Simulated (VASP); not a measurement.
The system is LiCl.

```
Li Cl
1.0
     0.00000    2.56477    2.56477
     2.56477    0.00000    2.56477
     2.56477    2.56477    0.00000
Li Cl
1 1
Direct
  0.00000 0.00000 0.00000
  0.50000 0.50000 0.50000
```

```yaml
Program: VASP 6.6.1
Task: relaxation of cell and atoms
Functional: PBEsol
Potentials_or_basis: VASP PAW PBE potentials, release 64 (Li_sv, Cl)
Cutoff: 600 eV
k_mesh: 10 × 10 × 10
Occupations: gaussian, width 0.03 eV
Spin: no spin polarisation
```

At the start: pressure -1.3 GPa; volume 16.87 Å³/atom.

How do energy, volume and symmetry change on relaxing?

Over 4 steps the energy falls by 2.8 meV/atom and the volume is 16.20 Å³/atom (-4.0 %); space group Fm-3m (No. 225, to 0.05 Å).

Step by step:
| step | energy change (eV) | largest force (eV/Å) | pressure (GPa) | volume (Å³) |
| --- | --- | --- | --- | --- |
| 1 | 0.0000 | 0.0000 | -1.30 | 33.74 |
| 2 | -0.0042 | 0.0000 | -0.68 | 33.08 |
| 3 | -0.0056 | 0.0000 | -0.11 | 32.51 |
| 4 | -0.0057 | 0.0000 | -0.04 | 32.41 |

Final structure:
```
CELL_PARAMETERS angstrom
0.00000 2.53052 2.53052
2.53052 0.00000 2.53052
2.53052 2.53052 0.00000
ATOMIC_POSITIONS crystal
Li 0.00000 0.00000 0.00000
Cl 0.50000 0.50000 0.50000
```

Caveat: the cutoff is under 1.25 times the usual one of these potentials, so pressure, stress and relaxed cells hold a basis-set (Pulay) error; the PAW data sets were made with another functional, which shifts forces and pressure a little.
